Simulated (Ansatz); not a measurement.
KCl: energy along a strain

KCl, Fm-3m, a = 6.312 Å (as given, not relaxed at this level: -0.2 GPa). Ansatz: r2SCAN, PAW, 500 eV, Γ-centred 6×6×6 mesh on 2 atoms, Gaussian smearing 0.05 eV; no spin polarisation. Cell vectors (Å): 0.000 3.156 3.156; 3.156 0.000 3.156; 3.156 3.156 0.000. The cell is strained by x per cent times the pattern (0 1 0 0 0 0) in the order xx yy zz yz xz xy (engineering shears), with fractional coordinates held. y is the free energy over the start, V0 = 31.438 Å³/atom.

| x (%) | y (meV/atom) |
| --- | --- |
| -4.00 | 7.01 |
| -3.00 | 3.47 |
| -2.00 | 1.22 |
| -1.00 | 0.11 |
| 0.00 | 0.00 |
| 1.00 | 0.74 |
| 2.00 | 2.23 |
| 3.00 | 4.35 |
| 3.50 | 5.62 |
| 4.00 | ? |

Problem. Fit y = c1 x + c2 x² + c3 x³ to the other rows, get the stiffness along the pattern, and predict the missing energy.

Solution. Least squares on the rows shown. y = 0.3412 x + 0.4359 x² − 0.02170 x³. The clamped-ion stiffness p·C·p = 2 × 4.359 eV × 160.2 / 31.438 Å³ = 44 GPa, which is C22 in these axes (C11 of the cubic crystal); c1 is there for the stress left in the start, which by itself gives a slope of 0.33 meV/atom per %. At x = 4.00 the fit asked for gives 6.95 meV/atom. The run gave 7.02 meV/atom, so the fit is 0.07 meV/atom too low, a small miss on the scale of the series.